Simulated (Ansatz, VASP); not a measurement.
BN: VASP beside Ansatz

INCAR

```
SYSTEM = BN
  PREC = Accurate
  ENCUT = 520
  EDIFF = 1E-7
  ISMEAR = 0
  SIGMA = 0.025
  LREAL = .FALSE.
  LASPH = .TRUE.
  NELM = 100
  ALGO = Normal
  ISIF = 2
  LWAVE = .FALSE.
  LCHARG = .FALSE.
  GGA = PE
```

Contents of KPOINTS:

```
regular mesh
0
G
  13 13 13
  0 0 0
```

POSCAR

```
BN
1.0
    0.0000000000      1.8130010000      1.8130010000
    1.8130010000      0.0000000000      1.8130010000
    1.8130010000      1.8130010000      0.0000000000
N B
1 1
Direct
    0.2500000000      0.2500000000      0.2500000000
    0.0000000000      0.0000000000      0.0000000000
```

File input.yaml:

```yaml
crystal:
  lattice:
    - [0.0, 1.813001, 1.813001]
    - [1.813001, 0.0, 1.813001]
    - [1.813001, 1.813001, 0.0]
  atoms:
    - { symbol: "N", position: [0.25, 0.25, 0.25] }
    - { symbol: B, position: [0.0, 0.0, 0.0] }
hamiltonian:
  xc: pbe
  pseudopotentials: { kind: paw }
kpoints:
  mp_grid: { grid: [13, 13, 13] }
scf:
  occupations: { method: gaussian, width: 0.025 }
output:
  forces: true
  stress: true
  eigenvalues: true
  write_density: true
  write_potential: true
  elf: true
  volumetric_format: npy
```

The cell is a database's computed one.

Alike in both runs: task single point; functional PBE; k mesh 13 × 13 × 13; occupations gaussian, width 0.025 eV; no spin polarisation.

```csv
,VASP,Ansatz
version,VASP 6.6.1,Ansatz 0.2.0
potentials or method,"VASP PAW PBE potentials, release 64 (N, B)",Ansatz PAW
plane-wave cutoff (eV),520,420
valence electrons in the cell,8,8
```

|  | VASP | Ansatz | Ansatz less VASP |
| --- | --- | --- | --- |
| gap on the k mesh at the Fermi level (eV) | 4.52 | 4.54 | +0.012 |
| least direct gap on the mesh (eV) | 8.78 | 8.79 | +0.011 |
| pressure (GPa) | -0.2 | -0.4 | -0.23 |

With one functional, cell and mesh, what is left measures potentials, basis and numerics.

Caveats: an odd mesh through Γ misses points on the zone boundary, where band edges often lie (VASP); odd divisions of the mesh miss points on the zone boundary, where band edges often lie, so the gap on the mesh can be too wide (Ansatz); the pressure holds a Pulay correction of +1.1 GPa for the finite cutoff (Ansatz). Expect the measured gap to be larger: semilocal functionals such as PBE lack the derivative discontinuity.
